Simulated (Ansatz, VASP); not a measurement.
**Mg2B3 in VASP and in Ansatz**

```xyz
5
Lattice="3.8877 0.0000 0.0000 -1.9439 3.3669 0.0000 0.0000 0.0000 4.6696" Properties=species:S:1:pos:R:3 pbc="T T T"
Mg    1.9439    1.1223    2.3348
Mg    0.0000    2.2446    0.0000
B     0.0000    0.0000    3.1470
B     0.0000    0.0000    1.5227
B     1.9439    1.1223    0.0000
```

Change from the starting cell: species swapped into the Fe3Ge2 type (P-6m2, No. 187).

Alike in both runs: task relaxation of cell and atoms; functional PBE; k mesh 12 × 12 × 8; occupations gaussian, width 0.1 eV; no spin polarisation.

|  | VASP | Ansatz |
| --- | --- | --- |
| version | VASP 6.6.1 | Ansatz 0.2.0 |
| potentials or method | VASP PAW PBE potentials, release 64 (Mg, B) | scalar-relativistic, plane waves, PAW |
| plane-wave cutoff (eV) | 600 | 420 |
| valence electrons in the cell | 13 | 29 |

|  | VASP | Ansatz | Ansatz less VASP |
| --- | --- | --- | --- |
| gap on the k mesh at the Fermi level, each at its own relaxed structure (eV) | none | none | - |
| relaxed volume (Å³/atom) | 12.23 | 12.24 | +0.014 |
| relaxed cell length with the largest relative difference (Å) | 4.659 | 4.661 | +0.0021 |

A gap of «none» marks a metal or a gap that the smearing closes. The two sets of potentials don't hold the same shells in valence.
